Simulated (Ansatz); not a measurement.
A calculation with Ansatz 0.2.0 of GaSb (native input, structure typed inline):

File input.yaml:

```yaml
crystal:
  lattice:
    - [0.0, 3.059, 3.059]
    - [3.059, 0.0, 3.059]
    - [3.059, 3.059, 0.0]
  atoms:
    - { symbol: Sb, position: [0.25, 0.25, 0.25] }
    - { symbol: Ga, position: [0.0, 0.0, 0.0] }
hamiltonian:
  xc: pbe0
  pseudopotentials: { kind: paw }
  dispersion: d4
kpoints:
  mp_grid: { grid: [4, 4, 4] }
scf:
  occupations: { method: gaussian, width: 0.02 }
  n_extra_bands: 6
output:
  forces: true
  stress: true
  eigenvalues: true
  dos: { projected: true, de: 0.05 }
```

Potentials or basis: Ansatz PAW.

Run with:

```sh
$ ansatz run input.yaml --threads 2 --pin off --max-ram 5120MiB --backend cpu --events-out ev --progress --plain --runs-dir out
```

Write the same calculation in another form: ASE script, structure from a CIF.

As run:

Contents of run.py:

```python
import json

import ase.io
import numpy as np
import spglib

import ansatz as az

atoms = ase.io.read("GaSb.cif")
cell, frac, numbers = spglib.find_primitive((atoms.cell[:], atoms.get_scaled_positions(), atoms.numbers), symprec=1e-5)
atoms = ase.Atoms(numbers, cell=cell, scaled_positions=frac, pbc=True)

calculation = (
    az.Crystal.from_ase(atoms)
    .calculation()
    .kpoints(4, 4, 4)
    .functional("pbe0", dispersion="d4")
    .pseudopotentials(kind="paw")
    .scf(extra_bands=6)
    .occupations(method="gaussian", width=0.02)
    .density()
    .potential()
    .output_files(volumetric_format="npy")
    .electron_localization_function()
    .density_of_states(energy_step=0.05, projected=True)
    .forces()
    .stress()
    .band_table(publish=True)
)
outcome = calculation.run(threads=2, events_out="events.jsonl")

report = outcome.report
for line in open("events.jsonl"):
    event = json.loads(line)
    if event["event"] == "scf_iter":
        d = event["data"]
        print(f"SCF {d['iter']:3d}  HF = {d['harris_foulkes_ev']:.6f} eV  dr2 = {d['dr2_ev']:.2e} eV")
    elif event["event"] in ("relax_step", "md_step"):
        d = event["data"]
        print(f"{event['event']} {d['step']:3d}  E = {d['lagrangian_ev']:.6f} eV")
np.set_printoptions(precision=5, suppress=True, linewidth=110)
print("converged:", report["converged"], "after", report["n_iterations"], "iterations")
print(f"free energy {report['free_energy_ev']:.6f} eV, Fermi level {report['fermi_energy_ev']:.4f} eV")
for key in ("band_edges_ev", "magnetization_mub", "site_moments_mub", "site_moments_nc_mub", "forces_ev_ang",
                "stress_gpa", "kpoints_frac", "eigenvalues_ev"):
    if report.get(key) is not None:
        print(key, np.array(report[key]), sep="\n")
```

File GaSb.cif:

```cif
data_GaSb
_cell_length_a 6.11800000
_cell_length_b 6.11800000
_cell_length_c 6.11800000
_cell_angle_alpha 90.00000000
_cell_angle_beta 90.00000000
_cell_angle_gamma 90.00000000
_space_group_name_H-M_alt 'F-43m'
_space_group_name_Hall 'F -4 2 3'
_space_group_IT_number 216
loop_
_space_group_symop_operation_xyz
'x,y,z'
'y,-x,-z'
'-x,-y,z'
'-y,x,-z'
'x,-y,-z'
'y,x,z'
'-x,y,-z'
'-y,-x,z'
'z,x,y'
'-z,y,-x'
'z,-x,-y'
'-z,-y,x'
'-z,x,-y'
'z,y,x'
'-z,-x,y'
'z,-y,-x'
'y,z,x'
'-x,-z,y'
'-y,z,-x'
'x,-z,-y'
'-y,-z,x'
'x,z,y'
'y,-z,-x'
'-x,z,-y'
'x,y+1/2,z+1/2'
'y,-x+1/2,-z+1/2'
'-x,-y+1/2,z+1/2'
'-y,x+1/2,-z+1/2'
'x,-y+1/2,-z+1/2'
'y,x+1/2,z+1/2'
'-x,y+1/2,-z+1/2'
'-y,-x+1/2,z+1/2'
'z,x+1/2,y+1/2'
'-z,y+1/2,-x+1/2'
'z,-x+1/2,-y+1/2'
'-z,-y+1/2,x+1/2'
'-z,x+1/2,-y+1/2'
'z,y+1/2,x+1/2'
'-z,-x+1/2,y+1/2'
'z,-y+1/2,-x+1/2'
'y,z+1/2,x+1/2'
'-x,-z+1/2,y+1/2'
'-y,z+1/2,-x+1/2'
'x,-z+1/2,-y+1/2'
'-y,-z+1/2,x+1/2'
'x,z+1/2,y+1/2'
'y,-z+1/2,-x+1/2'
'-x,z+1/2,-y+1/2'
'x+1/2,y,z+1/2'
'y+1/2,-x,-z+1/2'
'-x+1/2,-y,z+1/2'
'-y+1/2,x,-z+1/2'
'x+1/2,-y,-z+1/2'
'y+1/2,x,z+1/2'
'-x+1/2,y,-z+1/2'
'-y+1/2,-x,z+1/2'
'z+1/2,x,y+1/2'
'-z+1/2,y,-x+1/2'
'z+1/2,-x,-y+1/2'
'-z+1/2,-y,x+1/2'
'-z+1/2,x,-y+1/2'
'z+1/2,y,x+1/2'
'-z+1/2,-x,y+1/2'
'z+1/2,-y,-x+1/2'
'y+1/2,z,x+1/2'
'-x+1/2,-z,y+1/2'
'-y+1/2,z,-x+1/2'
'x+1/2,-z,-y+1/2'
'-y+1/2,-z,x+1/2'
'x+1/2,z,y+1/2'
'y+1/2,-z,-x+1/2'
'-x+1/2,z,-y+1/2'
'x+1/2,y+1/2,z'
'y+1/2,-x+1/2,-z'
'-x+1/2,-y+1/2,z'
'-y+1/2,x+1/2,-z'
'x+1/2,-y+1/2,-z'
'y+1/2,x+1/2,z'
'-x+1/2,y+1/2,-z'
'-y+1/2,-x+1/2,z'
'z+1/2,x+1/2,y'
'-z+1/2,y+1/2,-x'
'z+1/2,-x+1/2,-y'
'-z+1/2,-y+1/2,x'
'-z+1/2,x+1/2,-y'
'z+1/2,y+1/2,x'
'-z+1/2,-x+1/2,y'
'z+1/2,-y+1/2,-x'
'y+1/2,z+1/2,x'
'-x+1/2,-z+1/2,y'
'-y+1/2,z+1/2,-x'
'x+1/2,-z+1/2,-y'
'-y+1/2,-z+1/2,x'
'x+1/2,z+1/2,y'
'y+1/2,-z+1/2,-x'
'-x+1/2,z+1/2,-y'
loop_
_atom_site_label
_atom_site_type_symbol
_atom_site_symmetry_multiplicity
_atom_site_Wyckoff_symbol
_atom_site_fract_x
_atom_site_fract_y
_atom_site_fract_z
_atom_site_occupancy
Sb1 Sb 4 c 0.2500000000 0.2500000000 0.2500000000 1
Ga1 Ga 4 a 0.0000000000 0.0000000000 0.0000000000 1
```

Potentials or basis: Ansatz PAW.

The run is started by

```sh
$ python run.py
```

Both were run:

|  | native input, structure typed inline | ASE script, structure from a CIF |
| --- | --- | --- |
| Pressure | -1.7 GPa | -1.7 GPa |
| Band gap on the k mesh | 1.52 eV, direct | 1.52 eV, direct |

Keys that steer only the numerical path or the files written may differ.

Caveat: the k mesh is coarse (spacing up to 0.44 Å⁻¹), so the values aren't converged, least of all with exact exchange; the PAW data sets were made with another functional, which shifts forces and pressure a little; spin-orbit coupling is left out, which moves the levels of the heavy elements; the thresholds are loose for stress.
